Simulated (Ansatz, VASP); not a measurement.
One calculation of Ir, two programs

Contents of INCAR:

```
  PREC = Accurate
  ENCUT = 520
  EDIFF = 1E-6
  ISMEAR = -1
  SIGMA = 0.1
  LREAL = F
  LASPH = T
  NELM = 80
  ALGO = Normal
  ISIF = 2
  LWAVE = F
  LCHARG = T
  GGA = RP
  LELF = T
  LVHAR = T
  NBANDS = 16
```

Contents of KPOINTS:

```
regular mesh
0
Gamma
  15 15 8
```

File POSCAR:

```
Ir
1.0
    2.8316300166      0.0000000000      0.0000000000
   -1.4158150083      2.4522635285      0.0000000000
    0.0000000000      0.0000000000      4.5916298294
Ir
2
Direct
    0.3333333333      0.6666666667      0.2500000000
    0.6666666667      0.3333333333      0.7500000000
```

Input for Ansatz:

```yaml
crystal:
  lattice:
    - [2.8316300166, 0.0, 0.0]
    - [-1.4158150083, 2.4522635285, 0.0]
    - [0.0, 0.0, 4.5916298294]
  atoms:
    - { symbol: Ir, position: [0.3333333333, 0.6666666667, 0.25] }
    - { symbol: Ir, position: [0.6666666667, 0.3333333333, 0.75] }
hamiltonian:
  xc: rpbe
  pseudopotentials:
    kind: paw
    azcp:
      Ir: "pseudopotentials/Ir.paw.azcp"
basis:
  ecutwfc: 420
  fft_grid_basis: typed
kpoints:
  mp_grid: { grid: [15, 15, 8], shift: [0, 0, 0] }
magnetization:
  spin_polarized: false
scf:
  occupations: { method: fermi_dirac, width: 0.1 }
  lower_state_search: "off"
output:
  stress: true
```

Alike in both runs: task single point; functional RPBE; k mesh 15 × 15 × 8; occupations fermi-dirac, width 0.1 eV; no spin polarisation.

```csv
,VASP,Ansatz
version,VASP 6.6.1,Ansatz 0.2.0
potentials or method,"VASP PAW PBE potentials, release 64 (Ir)","plane waves (420 eV) with PAW, scalar-relativistic"
plane-wave cutoff (eV),520,420
valence electrons in the cell,18,34
```

|  | VASP | Ansatz | Ansatz less VASP |
| --- | --- | --- | --- |
| pressure (GPa) | -20.4 | -20.6 | -0.21 |
| largest component of the traceless stress (GPa) | 0.39 | 0.41 | +0.025 |

The two sets of potentials don't hold the same shells in valence.

Caveats: so large a pressure means that the cell lies far from this level's equilibrium, or that cutoff or potentials fall short (VASP); the potentials were made for another functional, which shifts forces and pressure (VASP). Spin-orbit coupling is left out, which matters for the levels of Ir.
